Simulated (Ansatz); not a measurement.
# Tc (P6_3/mmc) in Ansatz: convergence with cutoff

Aim: find how far cutoff must go before the results for Tc settle, at PBEsol. This setting moves, with any that are tied to it; all else stays.

All numbers are computed with Ansatz 0.2.0; they aren't measurements. Logs are shortened: lines on timing, memory, paths and dates and some standing lists are left out, and cuts for length are marked.

## 1. The crystal as given

Symmetry: P6_3/mmc, No. 194, hexagonal system. Conventional cell: a = 2.740 Å, b = 2.740 Å, c = 4.398 Å, α = 90.00°, β = 90.00°, γ = 120.00°. Around Tc (site symmetry -6m2) lie 12 Tc at 2.71 to 2.74 Å.

## 2. With cutoff 80 eV

Contents of input.yaml:

```yaml
crystal:
  lattice:
    - [2.74, 0.0, 0.0]
    - [-1.37, 2.3729096064, 0.0]
    - [0.0, 0.0, 4.398]
  atoms:
    - { symbol: Tc, position: [0.6666666667, 0.3333333333, 0.75] }
    - { symbol: Tc, position: [0.3333333333, 0.6666666667, 0.25] }
kpoints:
  mp_grid: { grid: [11, 11, 6] }
scf:
  occupations: { method: fermi_dirac, width: 0.05 }
hamiltonian:
  xc: pbesol
  pseudopotentials: { kind: all_electron, lapw: { basis_error: 0.001 } }
output:
  forces: true
  stress: true
  eigenvalues: true
basis:
  ecutwfc: 80
```

Potentials or basis: all-electron LAPW, scalar-relativistic.

On the command line:

```bash
$ ansatz run input.yaml --threads 1 --pin off --max-ram 3072MiB --backend cpu --events-out ev --progress --plain --runs-dir out
```

It took 23 s on 1 thread of Intel Xeon at 2.50GHz (Skylake/Cascade Lake), shared host; peak memory 0.34 GiB.

What came out:

```
Free energy            : -233130.8681 eV
Pressure               : 0.1 GPa
Band gap on the k mesh : none (metal or under the smearing width)
```

## 3. With cutoff 110 eV

Changes to input.yaml since step 2:

```diff
@@ -20,2 +20,2 @@
 basis:
-  ecutwfc: 80
+  ecutwfc: 110
```

Potentials or basis: all-electron LAPW, scalar-relativistic.

On the command line:

```bash
$ ansatz run input.yaml --threads 1 --pin off --max-ram 3072MiB --backend cpu --events-out ev --progress --plain --runs-dir out
```

Wall time 26 s (1 thread of Intel Xeon at 2.50GHz (Skylake/Cascade Lake), shared host); peak memory 0.35 GiB.

Results:

```yaml
Free_energy: -233131.8435 eV
Pressure: -5.2 GPa
Band_gap_on_the_k_mesh: none (metal or under the smearing width)
```

## 4. With cutoff 140 eV

Changes to input.yaml since step 3:

```diff
@@ -20,2 +20,2 @@
 basis:
-  ecutwfc: 110
+  ecutwfc: 140
```

On the command line:

```bash
$ ansatz run input.yaml --threads 1 --pin off --max-ram 3072MiB --backend cpu --events-out ev --progress --plain --runs-dir out
```

It took 30 s on 1 thread of Intel Xeon at 2.50GHz (Skylake/Cascade Lake), shared host; peak memory 0.36 GiB.

Results:

```yaml
Free_energy: -233132.0390 eV
Pressure: -6.3 GPa
Band_gap_on_the_k_mesh: none (metal or under the smearing width)
```

## 5. With cutoff 180 eV

Changes to input.yaml since step 4:

```diff
@@ -20,2 +20,2 @@
 basis:
-  ecutwfc: 140
+  ecutwfc: 180
```

On the command line:

```bash
$ ansatz run input.yaml --threads 1 --pin off --max-ram 3072MiB --backend cpu --events-out ev --progress --plain --runs-dir out
```

Wall time 29 s (1 thread of Intel Xeon at 2.50GHz (Skylake/Cascade Lake), shared host); peak memory 0.38 GiB.

Results:

```yaml
Free_energy: -233132.0807 eV
Pressure: -6.5 GPa
Band_gap_on_the_k_mesh: none (metal or under the smearing width)
```

## 6. With cutoff 230 eV

Changes to input.yaml since step 5:

```diff
@@ -20,2 +20,2 @@
 basis:
-  ecutwfc: 180
+  ecutwfc: 230
```

Potentials or basis: all-electron LAPW, scalar-relativistic.

On the command line:

```bash
$ ansatz run input.yaml --threads 1 --pin off --max-ram 3072MiB --backend cpu --events-out ev --progress --plain --runs-dir out
```

Run time: 37 s. Hardware: 1 thread of Intel Xeon at 2.50GHz (Skylake/Cascade Lake), shared host; peak memory 0.39 GiB.

Results:

```yaml
Free_energy: -233132.0887 eV
Pressure: -6.6 GPa
Band_gap_on_the_k_mesh: none (metal or under the smearing width)
```

## 7. With cutoff 290 eV

Changes to input.yaml since step 6:

```diff
@@ -20,2 +20,2 @@
 basis:
-  ecutwfc: 230
+  ecutwfc: 290
```

On the command line:

```bash
$ ansatz run input.yaml --threads 1 --pin off --max-ram 3072MiB --backend cpu --events-out ev --progress --plain --runs-dir out
```

Wall time 43 s (1 thread of Intel Xeon at 2.50GHz (Skylake/Cascade Lake), shared host); peak memory 0.41 GiB.

Results:

```yaml
Free_energy: -233132.0896 eV
Pressure: -6.6 GPa
Band_gap_on_the_k_mesh: none (metal or under the smearing width)
```

## 8. With cutoff 360 eV

Changes to input.yaml since step 7:

```diff
@@ -20,2 +20,2 @@
 basis:
-  ecutwfc: 290
+  ecutwfc: 360
```

On the command line:

```bash
$ ansatz run input.yaml --threads 1 --pin off --max-ram 3072MiB --backend cpu --events-out ev --progress --plain --runs-dir out
```

Run time: 50 s. Hardware: 1 thread of Intel Xeon at 2.50GHz (Skylake/Cascade Lake), shared host; peak memory 0.44 GiB.

What came out:

* Free energy: -233132.0897 eV
* Pressure: -6.6 GPa
* Band gap on the k mesh: none (metal or under the smearing width)

## 9. With cutoff 450 eV

Changes to input.yaml since step 8:

```diff
@@ -20,2 +20,2 @@
 basis:
-  ecutwfc: 360
+  ecutwfc: 450
```

Potentials or basis: all-electron LAPW, scalar-relativistic.

On the command line:

```bash
$ ansatz run input.yaml --threads 1 --pin off --max-ram 3072MiB --backend cpu --events-out ev --progress --plain --runs-dir out
```

It took 60 s on 1 thread of Intel Xeon at 2.50GHz (Skylake/Cascade Lake), shared host; peak memory 0.51 GiB.

The run converged. Its results:

* Free energy: -233132.0897 eV
* Pressure: -6.6 GPa
* Band gap on the k mesh: none (metal or under the smearing width)

## 10. With cutoff 560 eV

Changes to input.yaml since step 9:

```diff
@@ -20,2 +20,2 @@
 basis:
-  ecutwfc: 450
+  ecutwfc: 560
```

Potentials or basis: all-electron LAPW, scalar-relativistic.

On the command line:

```bash
$ ansatz run input.yaml --threads 1 --pin off --max-ram 3072MiB --backend cpu --events-out ev --progress --plain --runs-dir out
```

The log of the run:

```text
Warning: RAYON_NUM_THREADS=1 ignored (pool sized by the plan → 1); use --threads N
LAPW: plane waves up to 12.124 Å⁻¹, error target 1.0e-3 eV per atom; small_component_spin mean_spin; the cutoff is typed (target and bands ask for 260.9 eV, largest radius times wave number 16.4, largest estimated error of a free atom 4.5e-8 eV); Tc in spheres of 1.354 Å, 31 of its electrons in bands, Dirac shells [] (how accurate: hamiltonian.pseudopotentials.lapw.basis_error, Limitations)
Engine: ansatz 0.2.0, x86_64-unknown-linux-gnu
Pseudopotentials: kind: all_electron
Pseudopotential: Tc, LAPW, valence charge 31, lapw/all_electron/scalar/gaussian/Tc, Koelling and Harmon's equation, gaussian nucleus
Functional definition: PBEsol
  exchange = pbesol_x
  correlation = pbesol_c
Crystal: 2 atoms, lattice volume = 28.595 Å³
Basis set: ecut = 559.9999999999999 eV, 845 PW (Γ), exchange–correlation at level 2
Bands: 38, of which v1, the nominal top of the filled ones, is band 31 counted from 1 (30 counted from 0)
Symmetry: 24 space group operations
Space group: P63/mmc (ITA 194), of the structure as read, at distance tolerance 3.1e-5 Å
k-points: 64 of 726
Non-local potential: Tc, projectors of the file, none
Initial density: superposition of atomic densities (chi_scale 0.1, normalization cell)
Initial wavefunctions: plane waves of lowest kinetic energy (no species holds an atomic orbital)
Functional: x = pbesol(κ = 0.804, μ = 0.12345679012345678), c = pbesol(β = 0.046)
iter 1 solved again at ethr=1.14e-4 eV; its pass at ethr=1.00e-1 eV (dr2=7.04e-2 eV) is discarded
SCF iter   1: F=—  HF=-233132.424462 eV  |F-HF|=—  |Δ(HF+E_count)|=         —  Δρ=2.37e-2  dr2=7.12e-2  ethr=1.14e-4  ⟨swp⟩=3.0  Hψ=15635  notcnv=0
preconditioner: auto → Kerker (q_TF=auto, 3.104 Å⁻¹)  [metal: Δε(μ)=0.030 eV  Ē_g=8.774 eV  σ=0.050 eV  W_gap=0.15  n_scr=22 (ndim 8)  ℏωp=26.0 eV  f_vac=0.000  D(μ)=1.79/eV (n_scr^D=22)]
SCF iter   2: F=—  HF=-233132.097236 eV  |F-HF|=—  |Δ(HF+E_count)|=   3.27e-1  Δρ=8.20e-3  dr2=1.45e-2  ethr=1.14e-4  ⟨swp⟩=2.6  Hψ=7603  notcnv=0
SCF iter   3: F=—  HF=-233132.091337 eV  |F-HF|=—  |Δ(HF+E_count)|=   5.90e-3  Δρ=6.06e-3  dr2=8.06e-3  ethr=2.34e-5  ⟨swp⟩=2.0  Hψ=7142  notcnv=0
SCF iter   4: F=—  HF=-233132.090107 eV  |F-HF|=—  |Δ(HF+E_count)|=   1.23e-3  Δρ=2.50e-3  dr2=1.60e-3  ethr=1.30e-5  ⟨swp⟩=2.0  Hψ=7142  notcnv=0
iter 5 solved again at ethr=1.16e-7 eV; its pass at ethr=2.57e-6 eV (dr2=7.18e-5 eV) is discarded
SCF iter   5: F=—  HF=-233132.089707 eV  |F-HF|=—  |Δ(HF+E_count)|=   4.00e-4  Δρ=5.04e-4  dr2=7.18e-5  ethr=1.16e-7  ⟨swp⟩=2.0  Hψ=12108  notcnv=0
SCF iter   6: F=—  HF=-233132.089696 eV  |F-HF|=—  |Δ(HF+E_count)|=   1.16e-5  Δρ=9.81e-5  dr2=2.26e-6  ethr=1.16e-7  ⟨swp⟩=2.0  Hψ=7142  notcnv=0
SCF iter   7: F=—  HF=-233132.089695 eV  |F-HF|=—  |Δ(HF+E_count)|=   2.36e-7  Δρ=1.89e-5  dr2=1.13e-7  ethr=3.65e-9  ⟨swp⟩=2.0  Hψ=7142  notcnv=0
SCF iter   8: F=-233132.089695 eV  HF=-233132.089695 eV  |F-HF|=3.00e-9  |Δ(HF+E_count)|=   8.56e-9  Δρ=5.65e-6  dr2=8.63e-9  ethr=1.82e-10  ⟨swp⟩=2.0  Hψ=7142  notcnv=0
SCF 1 converged in 8 iterations: F = -233132.089695 eV  dr2 = 8.63e-9
SCF converged after 8 iterations
Free energy (F): -233132.089695 eV
Harris-Foulkes:  -233132.089695 eV  (|F-HF|=3.00e-9)
Internal energy: -233132.072937 eV  (E = F + TS)
E sigma→0 (E₀):  -233132.081316 eV
Entropy (-TS):   -0.016758 eV (-8.379 meV/atom)
Fermi energy:    24.572254 eV
--- Per-component energies (eV) ---
  E_band       = -9004.022961
  E_kinetic    = 241984.453993
  E_xc         = -6887.383845
  E_electrostatic = -468229.143084  (all electrons and nuclei)
  E_smearing   = -0.016758  (= −TS)
  E_closure    = 0.000000  (closes the sum)
  E_atoms      = -233107.746524  (free atoms, spherical and without spin; not in F)
  Σ components = -233132.089695   (vs F -233132.089695, Δ=0.00e0)
  Basis errors (estimates in eV, not in F): energy 1.0e-5 per atom: plane waves 1.6e-7 (9.2e-8 summed), levels above the bands 5.6e-107, relativity 1.8e-8, radial functions 1.0e-5, core shells 7.0e-8; eigenvalues (radial functions only) 1.6e-6; not estimated: angular momenta, meshes, grids; target (lapw.basis_error) 1.0e-3; muffin-tin radii Tc 1.354 Å
--- Forces (eV/Å), atoms counted from 1 ---
  atom   1  Tc     0.00000000    -0.00000000     0.00000000
  atom   2  Tc    -0.00000000     0.00000000     0.00000000
  max |Σ_I F_I| component: 9.25e-18 eV/Å
--- Stress (GPa, compression-positive) ---
       -6.533231       0.000000       0.000000
        0.000000      -6.533231       0.000000
        0.000000       0.000000      -6.635593
  P = ⅓ Tr σ = -6.5674 GPa (-65.674 kbar)
--- Band table (eV; the first three rows and the last of 64) ---
  k-point 0: bands = ["-384.0078", "-384.0078", "-384.0078", "-384.0078", "-384.0038", "-384.0038", "-218.3367", "-218.3367", "-218.3367", "-218.3367", "-218.3342", "-218.3342", "-218.3342", "-218.3342", "-218.3328", "-218.3328", "-42.1244", "-41.8817", "-14.7714", "-13.6568", "-13.6568", "-13.4693", "-13.4693", "-13.4262", "17.2222", "19.1302", "23.0267", "23.0267", "23.0908", "23.7480", "23.7480", "24.4700", "24.4700", "26.2196", "27.1405", "27.1405", "35.6323", "38.7489"]
  k-point 1: bands = ["-384.0078", "-384.0078", "-384.0078", "-384.0078", "-384.0038", "-384.0038", "-218.3367", "-218.3367", "-218.3367", "-218.3367", "-218.3342", "-218.3342", "-218.3342", "-218.3342", "-218.3328", "-218.3328", "-42.1084", "-41.8983", "-14.6860", "-13.6443", "-13.6443", "-13.5216", "-13.4820", "-13.4820", "17.5250", "19.2190", "22.8953", "22.8953", "22.9335", "23.5736", "23.5736", "24.8555", "24.8555", "25.3769", "27.1504", "27.1504", "36.7768", "38.2250"]
  k-point 2: bands = ["-384.0078", "-384.0078", "-384.0078", "-384.0078", "-384.0038", "-384.0038", "-218.3367", "-218.3367", "-218.3367", "-218.3367", "-218.3342", "-218.3342", "-218.3342", "-218.3342", "-218.3328", "-218.3328", "-42.0646", "-41.9433", "-14.4495", "-13.7779", "-13.6103", "-13.6103", "-13.5166", "-13.5166", "18.3198", "19.3697", "22.6184", "22.7867", "22.7867", "23.2074", "23.2074", "23.7700", "25.6562", "25.6562", "26.9943", "26.9943", "37.9564", "39.0125"]
  k-point 63: bands = ["-384.0078", "-384.0078", "-384.0078", "-384.0078", "-384.0038", "-384.0038", "-218.3367", "-218.3367", "-218.3367", "-218.3367", "-218.3342", "-218.3342", "-218.3342", "-218.3342", "-218.3328", "-218.3328", "-41.8463", "-41.8463", "-14.5254", "-14.5254", "-14.1809", "-14.1809", "-13.6693", "-13.6693", "20.5117", "20.5117", "21.4501", "21.4501", "22.7817", "22.7817", "24.5840", "24.5840", "27.2745", "27.2745", "33.2910", "33.2910", "36.3342", "36.3342"]
```

It took 86 s on 1 thread of Intel Xeon at 2.50GHz (Skylake/Cascade Lake), shared host; peak memory 0.64 GiB.

Results:

```yaml
Free_energy: -233132.0897 eV
Pressure: -6.6 GPa
Band_gap_on_the_k_mesh: none (metal or under the smearing width)
```

## 11. Result

```csv
cutoff,"energy less the tightest run, at zero smearing (meV/atom)",pressure (GPa),SCF cycles,CPU time (s),peak memory (GiB)
80 eV,610.66,0.10,8,23,0.34
110 eV,123.10,-5.24,8,26,0.35
140 eV,25.36,-6.35,8,30,0.36
180 eV,4.50,-6.53,8,29,0.38
230 eV,0.52,-6.56,8,37,0.39
290 eV,0.04,-6.57,8,43,0.41
360 eV,-0.01,-6.57,8,49,0.44
450 eV,-0.01,-6.57,8,60,0.51
560 eV,0.00,-6.57,8,86,0.64
```

Against the tightest run, the energy stays within 1 meV/atom from 230 eV on; the pressure stays within 0.1 GPa from 180 eV on. The tightest run that finished is the yardstick and may itself not be fully converged.
